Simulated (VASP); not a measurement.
# Os (Fm-3m) in VASP: further runs, part 2 of 2

VASP 6.6.1. The steps go on from the part before.

**3. Relaxation of cell and atoms, PBE**

This run uses another cell than the first one, of 14.20 Å³/atom, 0.991 times its volume.

The input, INCAR:

```
PREC = Accurate ; ENCUT = 600
EDIFF = 1E-6 ; ISMEAR = 0
SIGMA = 0.1 ; LREAL = False
LASPH = True ; NELM = 60
ALGO = Fast ; ISIF = 3
LWAVE = False ; LCHARG = False
GGA = PE ; IBRION = 2
NSW = 100 ; EDIFFG = -0.005
```

The input, KPOINTS:

```
Automatic mesh
0
Gamma
  18 18 18
```

The input, POSCAR:

```
Os
1.0
    0.0000000000      1.9220413878      1.9220413878
    1.9220413878      0.0000000000      1.9220413878
    1.9220413878      1.9220413878      0.0000000000
Os
1
Direct
    0.0000000000      0.0000000000      0.0000000000
```

Potentials or basis: VASP PAW PBE potentials, release 64 (Os).

Run with:

```console
$ cat potpaw_PBE.64/Os/POTCAR > POTCAR
$ mpirun -np 1 vasp_std > vasp.out
```

OUTCAR:

```text
PREC = Accurate
   ENCUT = 600
   EDIFF = 1E-6
   ISMEAR = 0
   LREAL = False
   LASPH = True
   NELM = 60
   ISIF = 3
   GGA = PE
   IBRION = 2
   NSW = 100
   EDIFFG = -0.005

 ion  position               nearest neighbor table
   1  0.000  0.000  0.000-

  LATTYP: Found a face centered cubic cell.
 ALAT       =     3.8440827756

  Lattice vectors:

 A1 = (   0.0000000000,   1.9220413878,   1.9220413878)
 A2 = (   1.9220413878,   0.0000000000,   1.9220413878)
 A3 = (   1.9220413878,   1.9220413878,   0.0000000000)

Analysis of symmetry for initial positions (statically):
=====================================================================
 Subroutine PRICEL returns:
 Original cell was already a primitive cell.

[... 255 lines left out ...]
 cond. band min:       8.9557253383   @ k =  -0.2222   0.2778   0.0556
 fundamental gap:      0.0428118649
 Fermi energy:         8.9493392414

 k-point     1 :       0.0000    0.0000    0.0000
  band No.  band energies     occupation
      1      -1.6225      2.00000
      2       6.0894      2.00000
      3       6.0894      2.00000
      4       6.0894      2.00000
      5       9.0284      0.26336
      6       9.0284      0.26336
      7      23.2522      0.00000
      8      28.9271      0.00000
[... 243 lines left out ...]
 k-point    24 :      -0.2222    0.0556    0.0000
  band No.  band energies     occupation
      1       0.6442      2.00000
      2       5.2859      2.00000
      3       6.5535      2.00000
      4       6.6653      2.00000
      5       8.6762      1.99989
      6       9.6322      0.00000
      7      23.4577      0.00000
      8      26.5353      0.00000

 [... further k-points ...]

------------------------ aborting loop because EDIFF is reached ----------------------------------------

  FORCE on cell =-STRESS in cart. coord.  units (eV):
  Direction    XX          YY          ZZ          XY          YZ          ZX
  --------------------------------------------------------------------------------------
  -------------------------------------------------------------------------------------
  Total       -0.0022698     -0.0022698     -0.0022698      0.0000000      0.0000000      0.0000000
  in kB       -0.2537086     -0.2537086     -0.2537086      0.0000000      0.0000000      0.0000000
  external PRESSURE =      -0.2537086 kB  Pullay stress =       0.0000000 kB
[... 16 lines left out ...]
  FREE ENERGIE OF THE ION-ELECTRON SYSTEM (eV)
  ---------------------------------------------------
  free  energy   TOTEN  =       -11.1161163356 eV

  energy  without entropy=      -11.1120676461  energy(sigma->0) =      -11.11409199

 reached required accuracy - stopping structural energy minimisation
```

OSZICAR:

```text
N       E                     dE             d eps       ncg     rms          rms(c)
DAV:   1     0.378368028534E+02    0.37837E+02   -0.46946E+03  3168   0.105E+03
DAV:   2    -0.108000635532E+02   -0.48637E+02   -0.46807E+02  3224   0.236E+02
DAV:   3    -0.118079473719E+02   -0.10079E+01   -0.10026E+01  4136   0.334E+01
DAV:   4    -0.118105655455E+02   -0.26182E-02   -0.26178E-02  4488   0.175E+00
[... 25 lines left out ...]
RMM:   4    -0.111159952859E+02   -0.31221E-03   -0.16575E-03  3120   0.652E-01    0.115E-01
RMM:   5    -0.111161306793E+02   -0.13539E-03   -0.57551E-04  3120   0.234E-01    0.129E-01
RMM:   6    -0.111161145033E+02    0.16176E-04   -0.13270E-04  3120   0.171E-01    0.384E-02
RMM:   7    -0.111161163343E+02   -0.18310E-05   -0.15602E-05  3112   0.362E-02    0.215E-02
RMM:   8    -0.111161163356E+02   -0.12664E-08   -0.14232E-06  2237   0.130E-02
   3 F= -.11116116E+02 E0= -.11114092E+02  d E =-.149079E-02
```

Wall time 34 s (1 thread of Intel Xeon Platinum 8488C (Sapphire Rapids), shared host); peak memory 0.17 GiB.

Results:

| Property | Result |
| --- | --- |
| Free energy | -11.1161 eV |
| Relaxed volume | 14.33 Å³/atom |
| Relaxed cell | a = 2.727 Å, b = 2.727 Å, c = 2.727 Å, α = 60.00°, β = 60.00°, γ = 60.00° |
| Space group after relaxing (to 0.05 Å) | Fm-3m (No. 225) |
| Energy gained by relaxing | 1.5 meV/atom |
| Ionic steps | 3 |
| Pressure after relaxing | 0.0 GPa |
| Band gap on the k mesh | none (metal or under the smearing width) |

Step by step:
```tsv
step	energy change (eV)	largest force (eV/Å)	pressure (GPa)	volume (Å³)
1	0.0000	0.0000	3.77	14.20
2	0.0245	0.0000	-14.05	14.90
3	-0.0015	0.0000	-0.03	14.33
```

Final structure:
```xyz
1
Lattice="0.0000 1.9280 1.9280 1.9280 0.0000 1.9280 1.9280 1.9280 0.0000" Properties=species:S:1:pos:R:3 pbc="T T T"
Os    0.0000    0.0000    0.0000
```

**4. Single point, PBE**

This run uses another cell than the first one, of 14.20 Å³/atom, 0.991 times its volume.

The input, INCAR:

```
SYSTEM = Os
PREC = Accurate
ENCUT = 520
EDIFF = 1E-6
ISMEAR = 0
SIGMA = 0.1
LREAL = .False.
LASPH = .True.
NELM = 60
ALGO = Normal
ISIF = 2
LWAVE = .False.
LCHARG = .True.
GGA = PE
LELF = .True.
LVHAR = .True.
NBANDS = 10
```

The input, KPOINTS:

```
regular mesh
0
Gamma
  8 8 8
  0 0 0
```

POSCAR is that of step 3.

Run with:

```console
$ cat potpaw_PBE.64/Os/POTCAR > POTCAR
$ mpirun -np 1 vasp_std > vasp.out
```

Wall time 5.5 s (1 thread of Intel Xeon Platinum 8488C (Sapphire Rapids), shared host); peak memory 0.12 GiB.

The run converged. Its results:

| Item | Value |
| --- | --- |
| Free energy | -11.1249 eV |
| Pressure | 3.6 GPa |
| Band gap on the k mesh | none (metal or under the smearing width) |

Levels at points of the mesh, in eV from the Fermi level:
```csv
k point,band 2,band 3,band 4,band 5,band 6,band 7
"(0.00, 0.00, 0.00)",-2.74,-2.74,-2.74,0.24,0.24,14.48
"(0.50, 0.00, 0.00)",-2.90,-2.90,-0.02,2.60,2.60,9.03
"(0.50, 0.50, 0.00)",-6.54,2.54,2.56,3.28,3.28,12.27
```

The run has no spin-orbit coupling, so splittings on Os are missing.

**5. Summary**

```csv
task,cell,k mesh,cutoff (eV),gap on the mesh (eV),pressure (GPa)
single point,"Fm-3m, 14.33 Å³/atom",18 × 18 × 18,520,none,-0.1
relaxation of cell and atoms,relaxed,18 × 18 × 18,600,none,0.0
single point,"Fm-3m, 14.2 Å³/atom",8 × 8 × 8,520,none,3.6
```

Alike in all rows: level PBE; potentials or basis VASP PAW PBE potentials, release 64 (Os); no spin polarisation; smearing gaussian 0.1 eV.

Total energies depend on the potentials used, so only differences within one code and one set of settings carry meaning.
